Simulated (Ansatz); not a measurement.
CdTe:

```
Te Cd
1.0
     0.00000    3.20500    3.20500
     3.20500    0.00000    3.20500
     3.20500    3.20500    0.00000
Te Cd
1 1
Direct
  0.75000 0.75000 0.75000
  0.00000 0.00000 0.00000
```

Base run:

| Quantity | Value |
| --- | --- |
| Program | Ansatz 0.2.0 |
| Functional | PBE |
| Potentials or basis | all-electron LAPW, scalar-relativistic |
| Cutoff | 260 eV (chosen from the basis error) |
| Basis error allowed | 0.001 eV/atom |
| k mesh | 7 × 7 × 7 |
| Occupations | gaussian, width 0.03 eV |
| Spin | no spin polarisation |

Its results: band gap on the k mesh 0.87 eV, direct; pressure 4.3 GPa.

Task: The run is repeated on the same cell with these changes: functional from PBE to BLYP; occupations from gaussian, width 0.03 eV to fermi-dirac, width 0.05 eV. What comes out?

Result: Band gap on the k mesh 0.78 eV, direct; pressure 6.9 GPa.

Caveats: spin-orbit coupling is left out, which moves the levels of the heavy elements.
